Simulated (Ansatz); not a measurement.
# Se and the effect of the functional

```cif
data_structure
_symmetry_space_group_name_H-M 'P3_121'
_symmetry_Int_Tables_number 152
_cell_length_a 4.3662
_cell_length_b 4.3662
_cell_length_c 4.9536
_cell_angle_alpha 90.000
_cell_angle_beta 90.000
_cell_angle_gamma 120.000
_cell_volume 81.78
loop_
_atom_site_label
_atom_site_type_symbol
_atom_site_symmetry_multiplicity
_atom_site_Wyckoff_symbol
_atom_site_fract_x
_atom_site_fract_y
_atom_site_fract_z
_atom_site_occupancy
Se1 Se 3 a 0.77460 0.77460 0.00000 1
```

Kept alike: task band structure; k mesh 7 × 7 × 6; occupations fermi-dirac, width 0.05 eV; no spin polarisation. Program: Ansatz, Ansatz PAW. Cutoffs run from 420 to 500 eV. The mesh is that of the run's cell of 3 atoms. No spin-orbit coupling.

```csv
functional,pressure (GPa)
LDA,-1.28
PBE,2.78
PBEsol,0.17
r2SCAN,1.34
```

Pressure is positive in compression, with a Pulay correction for the finite cutoff. All rows use potentials made for PBE.

The pressure runs from -1.28 (LDA) to 2.78 GPa (PBE). From PBE: LDA -4.06; PBEsol -2.61; r2SCAN -1.44. A positive pressure means that the functional's own cell is larger than the one given, a negative one that it is smaller.
